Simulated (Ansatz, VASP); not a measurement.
**Co in VASP and in Ansatz**

```xyz
2
Lattice="2.4720 0.0000 0.0000 -1.2360 2.1408 0.0000 0.0000 0.0000 4.0211" Properties=species:S:1:pos:R:3 pbc="T T T"
Co    1.2360    0.7136    3.0159
Co    0.0000    1.4272    1.0053
```

Alike in both runs: functional RPBE; k mesh 12 × 12 × 7; occupations fermi-dirac, width 0.05 eV; collinear spin.

|  | VASP | Ansatz |
| --- | --- | --- |
| version | VASP 6.6.1 | Ansatz 0.2.0 |
| potentials or method | VASP PAW PBE potentials, release 64 (Co) | Ansatz PAW |
| plane-wave cutoff (eV) | 520 | 420 |
| valence electrons in the cell | 18 | 34 |
| task | single point | band structure |

```tsv
	VASP	Ansatz	Ansatz less VASP
gap on the k mesh at the Fermi level (eV)	none	none	-
pressure (GPa)	10.0	10.9	+0.88
largest component of the traceless stress (GPa)	1.87	1.84	-0.034
net moment per atom (μB)	1.61	1.62	+0.008
size of the moment on the site where the two differ most (μB)	1.63	1.70	+0.069
```

Site moments also hang on the region over which each program counts them. A gap of «none» marks a metal or a gap that the smearing closes. The two sets of potentials don't hold the same shells in valence.

Caveats: the PAW data sets were made with another functional, which shifts forces and pressure a little (VASP); the PAW data sets come from PBE, with cores solved anew for the run's functional, which leaves a small shift of forces and pressure (Ansatz).
